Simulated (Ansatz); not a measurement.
# B (beta tin type): the cost of one run

Method: DFT PBE, with the methods named in each step, in Ansatz 0.2.0.

### 1 The starting structure

Symmetry: I4_1/amd, No. 141, tetragonal system. Conventional cell: a = 4.474 Å, b = 4.474 Å, c = 1.597 Å, α = 90.00°, β = 90.00°, γ = 90.00°. Around B (site symmetry -4m2) lie 2 B at 1.60 Å.

As a file:

```
CELL_PARAMETERS angstrom
-2.23696 2.23696 0.79830
2.23696 -2.23696 0.79830
2.23696 2.23696 -0.79830
ATOMIC_POSITIONS crystal
B 0.62500 0.87500 0.75000
B 0.37500 0.12500 0.25000
```

Whether this phase is the stable one at these pressures isn't tested.

Atoms are numbered in the order of the input: B1, B2.

### 2 The reference volume, LAPW

File input.yaml:

```yaml
crystal:
  lattice:
    - [-2.2369583102, 2.2369583102, 0.7982954225]
    - [2.2369583102, -2.2369583102, 0.7982954225]
    - [2.2369583102, 2.2369583102, -0.7982954225]
  atoms:
    - { symbol: B, position: [-0.375, -0.125, -0.25] }
    - { symbol: B, position: [0.375, 0.125, 0.25] }
kpoints:
  mp_grid: { grid: [21, 21, 21] }
  band_path:
    path:
      - [0.0, 0.0, 0.0]
      - [0.0, 0.0, 0.5]
      - [-0.5, 0.5, 0.5]
      - [0.0, 0.0, 0.0]
      - [0.2818384199, 0.2818384199, -0.2818384199]
      - [-0.2818384199, 0.7181615801, 0.2818384199]
      - [-0.5, 0.5, 0.5]
      - [0.0, 0.0, 0.5]
      - [0.25, 0.25, 0.25]
    npoints: 14
scf:
  occupations: { method: fermi_dirac, width: 0.05 }
hamiltonian:
  xc: pbe
  pseudopotentials: { kind: all_electron, lapw: { basis_error: 0.001 } }
output:
  forces: true
  stress: true
  eigenvalues: true
  populations: true
  dos: { projected: true, de: 0.2, e_range: [-14, 8] }
```

On the command line:

```
> ansatz run input.yaml --threads 1 --pin off --max-ram 2048MiB --backend cpu --events-out ev --progress --plain --runs-dir out
```

What time and memory should one allow on 1 thread of AMD EPYC 9R14 (Zen 4), shared host?

About 24 s, with a peak of 0.67 GiB.
